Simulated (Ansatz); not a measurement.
## SiNi: computed DOS

```
CELL_PARAMETERS angstrom
3.02662 0.00000 0.00000
0.00000 3.27350 0.00000
0.00000 0.00000 4.69776
ATOMIC_POSITIONS crystal
Si 0.50000 0.50000 0.84230
Si 0.00000 0.00000 0.15770
Ni 0.50000 0.50000 0.34422
Ni 0.00000 0.00000 0.65578
```

The cell is COD entry 2300377, as deposited and not checked against the literature; nothing was relaxed.

The calculation used DFT, PBE, all-electron LAPW, scalar-relativistic (Ansatz 0.2.0).

Numerical set-up: a Γ-centred 11×10×7 k mesh, Fermi–Dirac smearing of 0.05 eV, basis error target 1 meV/atom, spin-polarised from start moments Ni3 1.5, Ni4 1.5 μB (the moments died away, and the run ended non-magnetic).

States per eV and cell, averaged over 0.4 eV, from -12.6 to 4.0 eV, with energies (bin centres) from the Fermi level; empty bins are left out. The partial columns, the largest 3 alone, are projections on Löwdin-orthogonalised atomic shells (those that the program's projection atoms carry: the occupied ones and, for some elements, an empty d or f shell; other empty shells have no column), summed over atoms of an element. Weights on diffuse s and p shells depend on that basis and aren't pure angular character.

```csv
E (eV),total,Ni 3d,Si 3p,Si 3s
-12.5,0.45,0.00,0.11,0.23
-12.1,0.45,0.01,0.13,0.23
-11.7,0.46,0.01,0.14,0.23
-11.3,0.47,0.01,0.15,0.23
-10.9,0.47,0.01,0.16,0.23
-10.5,0.57,0.02,0.20,0.27
-10.1,0.66,0.03,0.23,0.30
-9.7,0.66,0.03,0.23,0.29
-9.3,0.78,0.05,0.26,0.35
-8.9,1.03,0.08,0.32,0.50
-8.5,1.12,0.12,0.31,0.56
-8.1,1.23,0.19,0.27,0.65
-7.7,0.89,0.17,0.16,0.49
-7.3,0.26,0.03,0.14,0.04
-6.9,0.53,0.07,0.30,0.05
-6.5,1.12,0.22,0.67,0.09
-6.1,1.96,0.48,1.10,0.17
-5.7,2.03,0.66,0.98,0.20
-5.3,1.59,0.67,0.66,0.14
-4.9,1.98,0.88,0.82,0.12
-4.5,1.29,0.66,0.46,0.07
-4.1,4.71,3.17,1.10,0.14
-3.7,6.50,5.01,1.12,0.09
-3.3,6.24,5.11,0.89,0.08
-2.9,7.26,6.04,0.93,0.07
-2.5,5.18,4.68,0.30,0.03
-2.1,7.41,6.95,0.27,0.04
-1.7,5.85,5.10,0.44,0.13
-1.3,3.52,2.58,0.63,0.15
-0.9,1.17,0.67,0.36,0.07
-0.5,0.62,0.29,0.23,0.04
-0.1,0.89,0.46,0.29,0.08
0.3,1.61,0.80,0.52,0.18
0.7,1.56,0.66,0.58,0.20
1.1,1.29,0.46,0.52,0.17
1.5,1.54,0.47,0.60,0.24
1.9,1.73,0.46,0.71,0.23
2.3,1.98,0.44,0.87,0.25
2.7,1.73,0.32,0.78,0.22
3.1,1.65,0.26,0.76,0.21
3.5,1.50,0.20,0.71,0.17
3.9,1.45,0.16,0.68,0.14
```

(1) Which of the resolved shells contributes most within 0.3 eV of the Fermi level?

(2) Where is the centre of the filled Ni 3d states between -14 eV and the top of the filled states?

Answers

(1) Ni 3d, with 51 % of all states there; Si 3p follows with 33 %.

(2) -2.94 eV from the Fermi level.
